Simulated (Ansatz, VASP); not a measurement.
**TePb: VASP beside Ansatz**

INCAR

```
SYSTEM = TePb
  PREC = Accurate
  ENCUT = 520
  EDIFF = 1E-6
  ISMEAR = 0
  SIGMA = 0.02
  LREAL = .FALSE.
  LASPH = .TRUE.
  NELM = 100
  ALGO = Fast
  ISIF = 2
  LWAVE = .FALSE.
  LCHARG = .FALSE.
  GGA = PS
  NBANDS = 17
```

File KPOINTS:

```
Automatic mesh
0
G
  8 8 8
  0 0 0
```

POSCAR

```
TePb
1.0
    0.0000000000      3.2131884400      3.2131884400
    3.2131884400      0.0000000000      3.2131884400
    3.2131884400      3.2131884400      0.0000000000
Te Pb
1 1
Direct
    0.5000000000      0.5000000000      0.5000000000
    0.0000000000      0.0000000000      0.0000000000
```

Input for Ansatz:

```yaml
crystal:
  lattice:
    - [0.0, 3.21318844, 3.21318844]
    - [3.21318844, 0.0, 3.21318844]
    - [3.21318844, 3.21318844, 0.0]
  atoms:
    - { symbol: Te, position: [0.5, 0.5, 0.5] }
    - { symbol: Pb, position: [0.0, 0.0, 0.0] }
basis:
  ecutwfc: 420
kpoints:
  mp_grid: { grid: [8, 8, 8] }
hamiltonian:
  xc: pbesol
scf:
  occupations: { method: gaussian, width: 0.02 }
output:
  forces: true
  stress: true
  eigenvalues: true
  write_density: true
  write_potential: true
  elf: true
  volumetric_format: npy
```

Alike in both runs: task single point; functional PBEsol; k mesh 8 × 8 × 8; occupations gaussian, width 0.02 eV; no spin polarisation.

```csv
,VASP,Ansatz
version,VASP 6.6.1,Ansatz 0.2.0
potentials or method,"VASP PAW PBE potentials, release 64 (Te, Pb_d)","scalar-relativistic, plane waves, PAW"
plane-wave cutoff (eV),520,420
valence electrons in the cell,20,30
```

|  | VASP | Ansatz | Ansatz less VASP |
| --- | --- | --- | --- |
| gap on the k mesh at the Fermi level (eV) | 0.63 | 0.63 | -0.004 |
| least direct gap on the mesh (eV) | 0.63 | 0.63 | -0.004 |
| pressure (GPa) | 0.3 | 0.4 | +0.01 |

With one functional, cell and mesh, what is left measures potentials, basis and numerics. The two sets of potentials don't hold the same shells in valence.

Caveats: the PAW data sets were made with another functional, which shifts forces and pressure a little (VASP); spin-orbit coupling is left out, which as a rule narrows the gap of such compounds by several tenths of an eV. A k mesh can miss the band edges.
